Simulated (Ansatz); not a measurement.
**Co: converged, but where?**

System: Co, a measured crystal structure (space group Fm-3m, primitive cell doubled); the cell holds 2 atoms. Source: COD entry 9012926; it may be a high-temperature, high-pressure or metastable form.

Computed with Ansatz, DFT, r2SCAN, PAW, plane waves, scalar-relativistic.

```yaml
crystal:
  lattice:
    - [0.0, -1.7844, -1.7844]
    - [-3.5688, -1.7844, -1.7844]
    - [0.0, 1.7844, -1.7844]
  atoms:
    - { symbol: Co, position: [0.0, 0.0, 0.0], spin: 3.0 }
    - { symbol: Co, position: [0.0, 0.5, 0.5], spin: -3.0 }
magnetization:
  spin_polarized: true
hamiltonian:
  xc: r2scan
  pseudopotentials: { kind: paw }
basis:
  ecutwfc: 500
kpoints:
  mp_grid: { grid: [14, 8, 11] }
scf:
  occupations: { method: fermi_dirac, width: 0.1 }
  lower_state_search: "off"
output:
  forces: true
  stress: true
```

Time: 18 s on 2 threads of Arm Neoverse V2 (shared host), peak memory 0.6 GiB.

The end of the output:

```
SCF converged after 14 iterations
Magnetization: 0.0000 μB (17.0000 up, 17.0000 down)
Absolute magnetization: 3.6156 μB (∫|ρ↑−ρ↓|, with the PAW one-centre terms)
Spin contamination: 1.4736 ħ² per cell (⟨S²⟩ above its minimum at these occupations)
Per-site moments (μB) at R_I (Å): [(1.7650, 1.0409), (-1.7650, 1.0409)]
Free energy (F): -10262.252293 eV
Harris-Foulkes:  -10262.252293 eV  (|F-HF|=1.24e-7)
Internal energy: -10262.171309 eV  (E = F + TS)
E sigma→0 (E₀):  -10262.211801 eV
Entropy (-TS):   -0.080984 eV (-40.492 meV/atom)
Fermi energy:    17.849942 eV
--- Forces (eV/Å), atoms counted from 1 ---
  atom   1  Co     0.00000000     0.00000000     0.00000000
  atom   2  Co     0.00000000     0.00000000     0.00000000
--- Stress (GPa, compression-positive) ---
        6.586165      -0.002937      -0.002937
       -0.003344     -14.834791      -0.026954
       -0.003344      -0.026954     -14.834791
  P = ⅓ Tr σ = -7.6945 GPa (-76.945 kbar)
```

The mesh has less symmetry than the lattice, which lowers the symmetry of the run.

r2SCAN tends to overstate moments and magnetic energies in itinerant metals.

Site moments are taken inside atomic spheres and don't add up to the total.

Task: The run converged. Is this the lowest state of the cell, and if not, what lies lower and how is it reached?

Result: No. A state 425 meV/atom (0.850 eV per cell) lower exists in this cell: ferromagnetic, site moments Co1 1.97, Co2 1.97 μB, total 3.72 μB per cell, no gap on the k-mesh. It was reached from: parallel moments, default search for lower states [Co1 3.00, Co2 3.00 μB]; a moment on one site alone, plain SCF [Co2 3.00 μB]. The wrong state matters: the pressure is -9.0 GPa there against -7.7 GPa here. This multiple of the primitive cell fits some opposed orders; other multiples fit others. Orders that need a larger cell or non-collinear spins weren't tried.
